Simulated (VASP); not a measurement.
Te2Mo: relaxation of the atoms with PBE+D3(BJ)

Te2Mo:

```
CELL_PARAMETERS angstrom
3.51820 0.00000 0.00000
-1.75910 3.04685 0.00000
0.00000 0.00000 14.43473
ATOMIC_POSITIONS crystal
Te 0.33333 0.66667 0.62512
Te 0.66667 0.33333 0.12512
Te 0.33333 0.66667 0.87488
Te 0.66667 0.33333 0.37488
Mo 0.33333 0.66667 0.25000
Mo 0.66667 0.33333 0.75000
```

- Program: VASP 6.6.1
- Task: relaxation of the atoms
- Functional: PBE
- Dispersion: D3(BJ)
- Potentials or basis: VASP PAW PBE potentials, release 64 (Te, Mo_sv)
- Cutoff: 520 eV
- k mesh: 10 × 10 × 3
- Occupations: gaussian, width 0.05 eV
- Spin: no spin polarisation
- Further INCAR settings: ALGO = Normal; EDIFF = 1e-06; IBRION = 2; EDIFFG = -0.01; NSW = 60

```json
{"Energy gained by relaxing": "1.3 meV/atom", "Ionic steps": "3", "Pressure after relaxing": "-1.7 GPa", "Band gap on the k mesh": "0.87 eV, indirect (least direct gap 1.19 eV)", "Dispersion energy per atom": "-0.520 eV"}
```

Stress tensor (GPa, compression positive):
```
-1.42  0.00  0.00
 0.00 -1.42  0.00
 0.00  0.00 -2.25
```

Step by step:
```csv
step,energy change (eV),largest force (eV/Å),pressure (GPa)
1,0.0000,0.2367,-0.73
2,-0.0071,0.0760,-1.36
3,-0.0079,0.0007,-1.70
```

Final structure:
```
CELL_PARAMETERS angstrom
3.51820 0.00000 0.00000
-1.75910 3.04685 0.00000
0.00000 0.00000 14.43473
ATOMIC_POSITIONS crystal
Te 0.33333 0.66667 0.62394
Te 0.66667 0.33333 0.12394
Te 0.33333 0.66667 0.87606
Te 0.66667 0.33333 0.37606
Mo 0.33333 0.66667 0.25000
Mo 0.66667 0.33333 0.75000
```

Levels at points of the mesh, in eV from the valence-band top:
| k point | band 24 | band 25 | band 26 | band 27 | band 28 | band 29 |
| --- | --- | --- | --- | --- | --- | --- |
| (0.00, 0.00, 0.00) | -0.83 | -0.52 | 0.00 | 3.08 | 3.08 | 3.17 |
| (0.50, 0.00, 0.00) | -0.80 | -0.36 | -0.16 | 1.44 | 1.48 | 1.62 |

Wall time 72 s on 2 MPI ranks on Intel(R) Xeon(R) 6975P-C (Granite Rapids), with other jobs on the host, peak memory 0.34 GiB a rank.

The gap isn't set beside the measured one, since this odd mesh misses points on the zone boundary.

Caveat: spin-orbit coupling is left out, which moves the levels of the heavy elements; an odd mesh through Γ misses points on the zone boundary, where band edges often lie.
